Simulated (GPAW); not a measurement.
## V: single point with PBE

V:

```
V
1.0
    -1.51435    1.51435    1.51435
     1.51435   -1.51435    1.51435
     1.51435    1.51435   -1.51435
V
1
Direct
  0.00000 0.00000 0.00000
```

* Program: GPAW 26.7.0
* Task: single point
* Functional: PBE
* Potentials or basis: GPAW PAW data sets (gpaw-data 1.2.1)
* Cutoff: 500 eV
* Basis: pw
* k mesh: 10 × 10 × 10
* Occupations: fermi-dirac, width 0.05 eV
* Spin: collinear spin, ferromagnetic start
* Starting moments: [3.0] μB

The pressure is -3.8 GPa and the band gap on the k mesh is none (metal or under the smearing width). The net moment is 0.00 μB per cell.

Levels at points of the mesh, in eV from the Fermi level:
Spin up:
```csv
k point,band 4,band 5,band 6,band 7,band 8,band 9
"(0.00, 0.00, 0.00)",-37.16,-6.49,0.39,0.39,0.39,2.30
"(0.50, 0.50, 0.00)",-37.17,-3.03,-1.06,1.53,2.30,2.64
"(0.50, 0.50, 0.50)",-37.72,-2.83,-2.83,3.56,3.56,3.56
```
Spin down:
| k point | band 3 | band 4 | band 5 | band 6 | band 7 | band 8 | band 9 | band 10 |
| --- | --- | --- | --- | --- | --- | --- | --- | --- |
| (0.00, 0.00, 0.00) | -37.16 | -37.16 | -6.49 | 0.39 | 0.39 | 0.39 | 2.30 | 2.30 |
| (0.50, 0.50, 0.00) | -37.42 | -37.17 | -3.03 | -1.06 | 1.53 | 2.30 | 2.64 | 3.94 |
| (0.50, 0.50, 0.50) | -37.72 | -37.72 | -2.83 | -2.83 | 3.56 | 3.56 | 3.56 | 9.94 |

Wall time 15 s on 1 thread of Arm Neoverse V1 (shared host), peak memory 0.13 GiB.

Caveat: the cutoff is short for stress and forces, so pressures can be off by a GPa or more.
